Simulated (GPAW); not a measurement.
Y:

```xyz
2
Lattice="3.6474 0.0000 0.0000 -1.8237 3.1587 0.0000 0.0000 0.0000 5.7306" Properties=species:S:1:pos:R:3 pbc="T T T"
Y     1.8237    1.0529    4.2980
Y     0.0000    2.1058    1.4326
```

```yaml
Program: GPAW 26.7.0
Task: relaxation of cell and atoms
Functional: PBE
Dispersion: D3(BJ)
Potentials_or_basis: GPAW PAW data sets (gpaw-data 1.2.1)
Cutoff: 600 eV
Basis: pw
k_mesh: 6 × 6 × 4
Occupations: fermi-dirac, width 0.05 eV
Spin: no spin polarisation
```

At the start: pressure -1.8 GPa; volume 33.01 Å³/atom.

**Question.** How do energy, volume and symmetry change on relaxing?

**Answer.** Over 3 steps the energy falls by 8.8 meV/atom and the volume is 31.51 Å³/atom (-4.6 %); space group P6_3/mmc (No. 194, to 0.05 Å).

The path:
| step | energy change (eV) | largest force (eV/Å) | pressure (GPa) | volume (Å³) |
| --- | --- | --- | --- | --- |
| 1 | 0.0000 | 0.0000 | -1.80 | 66.02 |
| 2 | -0.0056 | 0.0001 | -1.50 | 65.50 |
| 3 | -0.0176 | 0.0000 | 0.09 | 63.02 |

Final structure:
```yaml
crystal:
  lattice:
    - [3.60223, 0.00000, 0.00000]
    - [-1.80111, 3.11962, 0.00000]
    - [0.00000, 0.00000, 5.60786]
  atoms:
    - { symbol: Y, position: [0.66667, 0.33333, 0.75000] }
    - { symbol: Y, position: [0.33333, 0.66667, 0.25000] }
```

Caveat: later steps reuse the first step's grids; pairwise dispersion overbinds metals, which lowers pressure and volume.
